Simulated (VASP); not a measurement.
# AlCo, self-consistent run: which settings are enough?

AlCo, P4mm (no. 99), 2 atoms in the cell. LAK; PAW potentials Co, Al (PBE set). VASP 6.6.1. The cell is changed on purpose: last atom moved by 0.04 Å along z, cell strained by +1.0% along z.

Wanted: energy within 0.5 meV/atom; forces within 0.003 eV/Å; stress within 0.05 GPa; site moments within 0.01 μB.

What the run is for: all; Accuracy asked: tight.

POSCAR:
```
AlCo
1.0
    2.8194032100      0.0000000000      0.0000000000
    0.0000000000      2.8194032100      0.0000000000
    0.0000000000      0.0000000000      2.8475972421
Co Al
1 1
Direct
    0.5000000000      0.5000000000      0.5000000000
    0.0000000000      0.0000000000      0.0141874000
```

The series start from Plane-wave cutoff (eV): 350; Smearing width (eV): 0.03; k-point mesh: 13 × 13 × 13; Precision mode (PREC): Accurate; Electronic threshold (eV): 1e-6; Bands in all (NBANDS): 18; Aspherical gradient terms in the spheres (LASPH): yes; Highest l that the mixer handles (LMAXMIX): 4; Electronic algorithm: ALGO=Normal; Kinetic-energy density mixed (LMIXTAU): LMIXTAU=True; Support grid and gradient cutoff: ADDGRID=False GGA_COMPAT=False; Density mixing: defaults. Each series keeps the choices made before it, and each single choice may use up half of a tolerance.

## Plane-wave cutoff (eV)

| Plane-wave cutoff (eV) | Energy less reference (meV/atom) | Forces, largest deviation (eV/Å) | Stress, largest deviation (GPa) | Site moments, largest deviation (μB) | SCF iterations | Time (s) |
|---|---|---|---|---|---|---|
| 220 | 110.51 | 0.0242 | 22.822 | 0.019 | 20 | 23 |
| 270 | 15.19 | 0.0059 | 1.906 | 0.015 | 19 | 22 |
| 310 | 8.99 | 0.0064 | 0.516 | 0.013 | 20 | 26 |
| 350 | 5.58 | 0.0027 | 0.623 | 0.001 | 20 | 48 |
| 400 | 3.92 | 0.0019 | 0.500 | 0.010 | 20 | 52 |
| 470 | 2.42 | 0.0024 | 0.257 | 0.013 | 20 | 51 |
| 570 | 2.71 | 0.0003 | 0.043 | 0.002 | 19 | 57 |
| 710 (reference) | 0.00 | 0.0000 | 0.000 | 0.000 | 19 | 121 |

Chosen: 710; the next looser run is off by more than half of the tolerance, so convergence isn't shown beyond this value.

## Smearing width (eV)

| Smearing width (eV) | Energy less reference (meV/atom) | Forces, largest deviation (eV/Å) | Stress, largest deviation (GPa) | Site moments, largest deviation (μB) | SCF iterations | Time (s) |
|---|---|---|---|---|---|---|
| 0.15 | -0.29 | 0.0007 | 0.573 | 0.020 | 17 | 132 |
| 0.1 | -0.29 | 0.0006 | 0.385 | 0.011 | 19 | 158 |
| 0.07 | -0.15 | 0.0004 | 0.285 | 0.007 | 19 | 162 |
| 0.05 | -0.08 | 0.0002 | 0.167 | 0.004 | 19 | 158 |
| 0.03 | -0.03 | 0.0001 | 0.056 | 0.000 | 19 | 121 |
| 0.02 (reference) | 0.00 | 0.0000 | 0.000 | 0.000 | 19 | 174 |

Chosen: 0.02; the next looser run is off by more than half of the tolerance, so convergence isn't shown beyond this value.

## k-point mesh

| k-point mesh | Energy less reference (meV/atom) | Forces, largest deviation (eV/Å) | Stress, largest deviation (GPa) | Site moments, largest deviation (μB) | SCF iterations | Time (s) |
|---|---|---|---|---|---|---|
| 4 × 4 × 4 | 32.70 | 0.0009 | 5.761 | 0.455 | 18 | 37 |
| 5 × 5 × 5 | -12.48 | 0.0038 | 1.766 | 0.175 | 20 | 40 |
| 7 × 7 × 7 | -2.93 | 0.0018 | 1.124 | 0.101 | 19 | 63 |
| 8 × 8 × 8 | -1.45 | 0.0003 | 0.509 | 0.012 | 18 | 80 |
| 11 × 11 × 11 | 0.45 | 0.0001 | 0.185 | 0.034 | 19 | 90 |
| 13 × 13 × 13 | 0.27 | 0.0005 | 0.562 | 0.018 | 19 | 174 |
| 15 × 15 × 15 (reference) | 0.00 | 0.0000 | 0.000 | 0.000 | 19 | 185 |

Chosen: 15 × 15 × 15; the next looser run is off by more than half of the tolerance, so convergence isn't shown beyond this value.

## Precision mode (PREC)

| Precision mode (PREC) | Energy less reference (meV/atom) | Forces, largest deviation (eV/Å) | Stress, largest deviation (GPa) | Site moments, largest deviation (μB) | SCF iterations | Time (s) |
|---|---|---|---|---|---|---|
| Low | 2.49 | 0.0147 | 1.400 | 0.003 | 19 | 87 |
| SingleN | 2.49 | 0.0147 | 1.400 | 0.003 | 19 | 94 |
| Normal | -0.65 | 0.0022 | 0.243 | 0.002 | 19 | 78 |
| Accurate (reference) | 0.00 | 0.0000 | 0.000 | 0.000 | 19 | 185 |

Chosen: Accurate; the one before it in the list is off by more than half of the tolerance.

## Electronic threshold (eV)

| Electronic threshold (eV) | Energy less reference (meV/atom) | Forces, largest deviation (eV/Å) | Stress, largest deviation (GPa) | Site moments, largest deviation (μB) | SCF iterations | Time (s) |
|---|---|---|---|---|---|---|
| 0.001 | -0.07 | 0.0087 | 9.097 | 0.008 | 11 | 102 |
| 0.0001 | -0.05 | 0.0053 | 6.793 | 0.008 | 12 | 122 |
| 1e-5 | -0.01 | 0.0000 | 0.595 | 0.000 | 15 | 190 |
| 1e-6 | 0.00 | 0.0000 | 0.006 | 0.000 | 19 | 185 |
| 1e-7 (reference) | 0.00 | 0.0000 | 0.000 | 0.000 | 22 | 246 |

Chosen: 1e-6, the loosest value from which every tighter one stays within half of the tolerance.

## Bands in all (NBANDS)

| Bands in all (NBANDS) | Energy less reference (meV/atom) | Forces, largest deviation (eV/Å) | Stress, largest deviation (GPa) | Site moments, largest deviation (μB) | SCF iterations | Time (s) |
|---|---|---|---|---|---|---|
| 9 | 0.00 | 0.0000 | 0.010 | 0.000 | 19 | 118 |
| 10 | 0.00 | 0.0000 | 0.011 | 0.000 | 19 | 128 |
| 12 | 0.00 | 0.0000 | 0.009 | 0.000 | 19 | 192 |
| 14 | 0.00 | 0.0000 | 0.005 | 0.000 | 19 | 191 |
| 18 | 0.00 | 0.0000 | 0.003 | 0.000 | 19 | 185 |
| 28 (reference) | 0.00 | 0.0000 | 0.000 | 0.000 | 19 | 364 |

Chosen: 9.

## Aspherical gradient terms in the spheres (LASPH)

| Aspherical gradient terms in the spheres (LASPH) | Energy less reference (meV/atom) | Forces, largest deviation (eV/Å) | Stress, largest deviation (GPa) | Site moments, largest deviation (μB) | SCF iterations | Time (s) |
|---|---|---|---|---|---|---|
| yes | 0.00 | 0.0000 | 0.000 | 0.000 | 19 | 118 |
| no | 99.03 | 0.0028 | 0.489 | 0.174 | 18 | 144 |

Chosen: yes; no other choice that stays within half of the tolerance saves 30 % of the time.

## Highest l that the mixer handles (LMAXMIX)

| Highest l that the mixer handles (LMAXMIX) | Energy less reference (meV/atom) | Forces, largest deviation (eV/Å) | Stress, largest deviation (GPa) | Site moments, largest deviation (μB) | SCF iterations | Time (s) |
|---|---|---|---|---|---|---|
| 4 | 0.00 | 0.0000 | 0.000 | 0.000 | 19 | 118 |
| 2 | 0.00 | 0.0000 | 0.043 | 0.000 | 19 | 172 |
| 6 | 0.00 | 0.0000 | 0.000 | 0.000 | 19 | 133 |

Chosen: 4.

## Electronic algorithm

| Electronic algorithm | Energy less reference (meV/atom) | Forces, largest deviation (eV/Å) | Stress, largest deviation (GPa) | Site moments, largest deviation (μB) | SCF iterations | Time (s) |
|---|---|---|---|---|---|---|
| ALGO=Normal | 0.00 | 0.0000 | 0.000 | 0.000 | 19 | 118 |
| ALGO=Fast | 0.00 | 0.0000 | 0.037 | 0.000 | 20 | 242 |
| ALGO=VeryFast | 0.43 | 0.0001 | 0.113 | 0.008 | 25 | 227 |
| ALGO=All ISEARCH=1 | 0.00 | 0.0001 | 0.503 | 0.001 | 31 | 364 |
| ALGO=All ISEARCH=0 | 0.00 | 0.0000 | 0.504 | 0.001 | 32 | 352 |
| ALGO=Damped TIME=0.4 | 0.00 | 0.0001 | 0.040 | 0.002 | 67 | 348 |
| ALGO=Damped TIME=0.1 | 0.00 | 0.0001 | 0.075 | 0.003 | 133 | 746 |

Chosen: ALGO=Normal.

## Kinetic-energy density mixed (LMIXTAU)

| Kinetic-energy density mixed (LMIXTAU) | Energy less reference (meV/atom) | Forces, largest deviation (eV/Å) | Stress, largest deviation (GPa) | Site moments, largest deviation (μB) | SCF iterations | Time (s) |
|---|---|---|---|---|---|---|
| LMIXTAU=True | 0.00 | 0.0000 | 0.000 | 0.000 | 19 | 118 |
| LMIXTAU=False | 0.00 | 0.0000 | 0.014 | 0.000 | 19 | 152 |

Chosen: LMIXTAU=True.

## Support grid and gradient cutoff

| Support grid and gradient cutoff | Energy less reference (meV/atom) | Forces, largest deviation (eV/Å) | Stress, largest deviation (GPa) | Site moments, largest deviation (μB) | SCF iterations | Time (s) |
|---|---|---|---|---|---|---|
| ADDGRID=False GGA_COMPAT=False | 0.00 | 0.0000 | 0.000 | 0.000 | 19 | 118 |
| ADDGRID=True GGA_COMPAT=False | 0.00 | 0.0000 | 0.002 | 0.000 | 19 | 175 |
| ADDGRID=False GGA_COMPAT=True | -0.07 | 0.0000 | 0.008 | 0.000 | 19 | 135 |

Chosen: ADDGRID=False GGA_COMPAT=False.

## Density mixing

| Density mixing | Energy less reference (meV/atom) | Forces, largest deviation (eV/Å) | Stress, largest deviation (GPa) | Site moments, largest deviation (μB) | SCF iterations | Time (s) |
|---|---|---|---|---|---|---|
| defaults | 0.00 | 0.0000 | 0.000 | 0.000 | 19 | 118 |
| AMIX=0.2 BMIX=0.0001 AMIX_MAG=0.8 BMIX_MAG=0.0001 | 0.00 | 0.0000 | 0.019 | 0.000 | 21 | 160 |
| AMIX_MAG=0.8 | 0.00 | 0.0000 | 0.014 | 0.000 | 21 | 154 |
| AMIX_MAG=0.4 BMIX_MAG=0.0001 | 0.00 | 0.0001 | 0.224 | 0.002 | 26 | 146 |
| AMIX=0.1 AMIX_MAG=0.4 | 0.00 | 0.0001 | 0.305 | 0.001 | 28 | 166 |
| AMIX=0.2 | 0.00 | 0.0001 | 0.033 | 0.001 | 21 | 130 |
| AMIX=0.6 | 0.00 | 0.0000 | 0.101 | 0.000 | 20 | 107 |
| MIXPRE=0 | 0.00 | 0.0000 | 0.060 | 0.000 | 19 | 132 |

Chosen: defaults.

## All choices together

| Input | Energy less reference (meV/atom) | Forces, largest deviation (eV/Å) | Stress, largest deviation (GPa) | Site moments, largest deviation (μB) | Time (s) |
|---|---|---|---|---|---|
| the program's defaults (naive) | 103.87 | 0.0086 | 1.502 | 0.163 | 1.8 |
| chosen settings | 0.00 | 0.0000 | 0.013 | 0.000 | 118 |
| reference settings throughout | 0.00 | 0.0000 | 0.000 | 0.000 | 345 |

The chosen settings stay within the tolerance of the reference run, but the reference itself isn't shown to be converged in: Plane-wave cutoff (eV), Smearing width (eV), k-point mesh.

Values of the reference run: Forces: 0, 0, 0.3632, 0, 0, -0.3632 eV/Å; Stress: 4.79, 0, 0, 0, 4.79, 0, 0, 0, 3.234 GPa; Site moments: 0.175, -0.01 μB.

## The input

INCAR:
```
SYSTEM = AlCo
  METAGGA = LAK
  ISPIN = 2
  MAGMOM = 2 0
  LORBIT = 11
  ISMEAR = -1
  SIGMA = 0.02
  LWAVE = .FALSE.
  LCHARG = .FALSE.
  ISIF = 2
  PREC = Accurate
  LASPH = .TRUE.
  LREAL = .FALSE.
  ALGO = Normal
  EDIFF = 1E-6
  NELM = 200
  GGA_COMPAT = .FALSE.
  ENCUT = 710
  LMAXMIX = 4
  LMIXTAU = .TRUE.
  KPAR = 8
  NBANDS = 9
  ADDGRID = .FALSE.
```

KPOINTS:
```
Automatic mesh
0
Gamma
  15 15 15
  0 0 0
```

Commands:
```
cat potpaw_PBE.64/Co/POTCAR potpaw_PBE.64/Al/POTCAR > POTCAR
mpirun -np 8 vasp_std > vasp.out
```

The chosen input took VASP 6.6.1 118 s on 8 cores (Intel Xeon Platinum 8488C (Sapphire Rapids)), a shared host.

## An input that fails: k-point groups that do not divide the ranks

VASP's message: M_divide: can not subdivide            8 nodes by           7.

Changes against the starting input:
```
- NELM = 200
- KPAR = 8
+ NELM = 60
+ KPAR = 7
```
